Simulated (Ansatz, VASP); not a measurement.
**TaN in VASP and in Ansatz**

```xyz
2
Lattice="0.0000 2.1496 2.1496 2.1496 0.0000 2.1496 2.1496 2.1496 0.0000" Properties=species:S:1:pos:R:3 pbc="T T T"
Ta    2.1496    2.1496    2.1496
N     0.0000    0.0000    0.0000
```

Change from the starting cell: volume scaled by 0.96, crystal datasets.

Alike in both runs: task electric field gradients; functional PBE; k mesh 9 × 9 × 9; occupations fermi-dirac, width 0.02 eV; no spin polarisation.

|  | VASP | Ansatz |
| --- | --- | --- |
| version | VASP 6.6.1 | Ansatz 0.2.0 |
| potentials or method | VASP PAW PBE potentials, release 64 (Ta_pv, N), cutoff 520 eV | all-electron PAW with datasets made for the crystal, scalar-relativistic |

```tsv
	VASP	Ansatz	Ansatz less VASP
pressure (GPa)	33.2	31.9	-1.30
Vzz of the field gradient on the site that differs most (V/Å²)	0.0	0.0	0.00
```

Ansatz ran all-electron here, so the differences hold the error of VASP's frozen core and of both bases. Ansatz warned: «gradients_without_spin_orbit».

Caveats: so large a pressure means that the cell lies far from this level's equilibrium, or that cutoff or potentials fall short (VASP). Spin-orbit coupling is left out, which matters for the levels of Ta.
